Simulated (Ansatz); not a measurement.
# EuO: the cost of one run

Program: Ansatz 0.2.0. Level of theory: DFT LDA+U (U_eff = 8 eV on Eu f), plane waves, PAW, no spin–orbit coupling unless a run says so. These are calculated values, not measurements.

1 further run of the same task is left out (it didn't finish).

## Step 1: The starting structure

Symmetry: Fm-3m, No. 225, cubic system. The conventional cell has a = 5.144 Å, b = 5.144 Å, c = 5.144 Å, α = 90.00°, β = 90.00°, γ = 90.00°. Eu (site symmetry m-3m) is surrounded by 6 O at 2.57 Å. Around O (site symmetry m-3m) lie 6 Eu at 2.57 Å.

Structure file:

```
CELL_PARAMETERS angstrom
0.00000 2.57195 2.57195
2.57195 0.00000 2.57195
5.14390 5.14390 0.00000
ATOMIC_POSITIONS crystal
Eu 0.50000 0.50000 0.25000
O 0.00000 0.00000 0.00000
Eu 0.50000 0.50000 0.75000
O 0.00000 0.00000 0.50000
```

Magnetic order typed: antiferromagnetic, doubled cell 0 0 1/2.

An earlier series on this cell reached its lowest free state from «random orbitals: single harmonics, first filling», perhaps among other starts.

## Step 2: From atoms, default search

Input file input.yaml:

```yaml
crystal:
  lattice:
    - [0.0, 2.57195197, 2.57195197]
    - [2.57195197, 0.0, 2.57195197]
    - [5.14390394, 5.14390394, 0.0]
  atoms:
    - { symbol: Eu, position: [0.5, 0.5, 0.25], spin: 7.0 }
    - { symbol: O, position: [0.0, 0.0, 0.0] }
    - { symbol: Eu, position: [0.5, 0.5, 0.75], spin: -7.0 }
    - { symbol: O, position: [0.0, 0.0, 0.5] }
basis:
  ecutwfc: 420
  ecutrho_ratio: 4
kpoints:
  mp_grid: { grid: [6, 6, 6] }
hamiltonian:
  xc: lda
  hubbard:
    sites: [{ site: 0, l: f, u_eff: 8.0 }, { site: 2, l: f, u_eff: 8.0 }]
scf:
  occupations: { method: gaussian, width: 0.05 }
output:
  forces: true
  stress: true
  eigenvalues: true
  populations: true
  hubbard: { sites: [{ site: 0, l: f }, { site: 2, l: f }] }
  write_density: true
  write_potential: true
  elf: true
  volumetric_format: npy
magnetization:
  spin_polarized: true
```

On the command line:

```bash
> ansatz run input.yaml --threads 4 --pin off --max-ram 6144MiB --backend cpu --events-out ev --progress --plain --runs-dir out
```

**Question.** How long does this run take on 4 threads of Arm Neoverse V2, shared host, and how much memory does it need?

About 12 s, with a peak of 0.48 GiB.
